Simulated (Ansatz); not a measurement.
Structure types of Ru were relaxed at one common pressure (all-electron LAPW in Ansatz 0.2.0 under PBE, scalar-relativistic, no spin polarisation, zero temperature). They take these volumes:

```csv
type,space group,V (Å³/atom)
bcc,Im-3m,12.65
hcp,P6_3/mmc,12.35
beta tin,I4_1/amd,13.47
diamond,Fd-3m,16.99
omega,P6/mmm,12.59
```

Q: At about which pressure, and is the densest type also the lowest in enthalpy?

A: 44 GPa. The densest is hcp, and it is also the lowest in enthalpy among these.
